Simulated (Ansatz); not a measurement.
# Calculated ¹⁷O NMR of the central transition for LaScO₃

Cell: a COD entry whose atoms were relaxed with PBE, the cell held.

```
La Sc O
1.0
     5.79070    0.00000    0.00000
     0.00000    8.09450    0.00000
     0.00000    0.00000    5.68030
La Sc O
4 4 12
Direct
  0.95533 0.25000 0.01105
  0.04467 0.75000 0.98895
  0.54467 0.75000 0.51105
  0.45533 0.25000 0.48895
  0.50000 0.00000 0.00000
  0.50000 0.50000 0.00000
  0.00000 0.00000 0.50000
  0.00000 0.50000 0.50000
  0.29670 0.94685 0.70351
  0.70330 0.44685 0.29649
  0.20330 0.05315 0.20351
  0.79670 0.55315 0.79649
  0.70330 0.05315 0.29649
  0.29670 0.55315 0.70351
  0.79670 0.94685 0.79649
  0.20330 0.44685 0.20351
  0.53361 0.25000 0.89972
  0.46639 0.75000 0.10028
  0.96639 0.75000 0.39972
  0.03361 0.25000 0.60028
```

Sites (sets of like atoms) are named by element and the number of their first atom in this list.

Level of theory: DFT, PBE, plane waves and PAW, scalar-relativistic, 420 eV cutoff, Γ-centred 4×3×4 k-points, Fermi–Dirac smearing 0.02 eV (Ansatz 0.2.0).

¹⁷O has I = 5/2 and Q = -25.58 mb (Pyykkö 2018); at 16.4 T its Larmor frequency is ν₀ = 94.7 MHz. Only the quadrupole interaction is simulated: positions count from each site's isotropic chemical shift, and J coupling is left out, as are shift anisotropy and dipolar coupling, which fast spinning averages.

The O sites: O9 (atoms 9, 10, 11, 12, 13, 14, …; 2 Sc at 2.10–2.12 Å, 1 La at 2.41 Å; also 2 La at 2.70–2.89 Å); O17 (atoms 17, 18, 19, 20; 2 Sc at 2.11 Å, 2 La at 2.38–2.52 Å).

Fitted components of the simulated spectrum:

```tsv
component	|C_Q| (MHz)	η
A	0.521	0.26
B	1.20	0.23
```

Q: Which site most likely gives which component?

A: By the calculation, A is O17, B is O9. At O9 V_zz stands upright on the plane through its three neighbours (within 8°). Like point charges on the first shell alone (each adding as 1/d³) would give the same order.

Without spin–orbit coupling (the program notes it for La) the gradients are little affected as a rule: paired runs on crystals with a gap mostly move them by under 2 % at such atoms.

The relaxation (5 steps) took 76 s of wall time (76 s of CPU time) and 0.84 GiB at its peak, on 1 thread of Intel Xeon 6975P-C (Granite Rapids) (x86_64; 44 cores open to the job, memory cap 3.0 GiB, no GPU), a shared host with a load of 0.3 a core.
